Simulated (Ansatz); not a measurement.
**Rh: energy along a strain**

Rh, P6_3/mmc, a = 2.689 Å, c = 4.329 Å. This isn't the element's structure at ambient conditions. Ansatz: PBEsol, PAW, 420 eV, Γ-centred 24×24×14 mesh on 2 atoms, Gaussian smearing 0.15 eV; no spin polarisation. Cell vectors (Å): 2.689 0.000 0.000; -1.344 2.329 0.000; 0.000 0.000 4.329. The cell is strained by x per cent times the pattern (0 0 0 0 1 0) in the order xx yy zz yz xz xy (engineering shears), with fractional coordinates held. y is the free energy over the start, V0 = 13.551 Å³/atom. Symmetry makes y even in x. Points with a strain past 8.5 % were computed too (4) and aren't used here.

| x (%) | y (meV/atom) |
| --- | --- |
| -7.50 | 20.35 |
| 0.00 | 0.00 |
| 1.87 | 1.26 |
| 3.75 | 5.07 |
| 5.62 | ? |

Q: Fit y = c2 x² + c4 x⁴ to the other rows, get the stiffness along the pattern, and predict the missing energy.

A: Least squares on the rows shown. y = 0.36013 x² + 2.9333×10⁻⁵ x⁴. The clamped-ion stiffness p·C·p = 2 × 3.601 eV × 160.2 / 13.551 Å³ = 85 GPa, which is C55 in these axes. At x = 5.62 the fit asked for gives 11.40 meV/atom. The run gave 11.41 meV/atom, so the fit is 0.01 meV/atom too low, a small miss on the scale of the series.